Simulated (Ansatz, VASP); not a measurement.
# Two plane-wave programs on Ti

```
CELL_PARAMETERS angstrom
2.89997 0.00000 0.00000
-1.44998 2.51145 0.00000
0.00000 0.00000 20.88587
ATOMIC_POSITIONS crystal
Ti 0.66667 0.33333 0.33515
Ti 0.33333 0.66667 0.44505
Ti 0.66667 0.33333 0.55888
Ti 0.33333 0.66667 0.66129
```

Alike in both runs: functional PBEsol; k mesh 12 × 12 × 1; occupations gaussian, width 0.1 eV; no spin polarisation.

Ansatz relaxed the structure, and its values are those at the end. VASP's run is a single point on that final structure, the one shown.

```csv
,VASP,Ansatz
version,VASP 6.6.1,Ansatz 0.2.0
potentials or method,"VASP PAW PBE potentials, release 64 (Ti_sv)","scalar-relativistic, plane waves, PAW"
plane-wave cutoff (eV),520,420
valence electrons in the cell,48,48
```

Ansatz gave:

- gap on the k mesh at the Fermi level (eV): none
- rms of the force components (eV/Å): 0.256

**Question.** Estimate VASP's values.

**Answer.** gap on the k mesh at the Fermi level (eV): none; rms of the force components (eV/Å): 0.258.

A gap of «none» marks a metal or a gap that the smearing closes. With one functional, cell and mesh, what is left measures potentials, basis and numerics. Ansatz warned: «pseudo_functional_mismatch».

Caveats: the PAW data sets were made with another functional, which shifts forces and pressure a little (VASP).
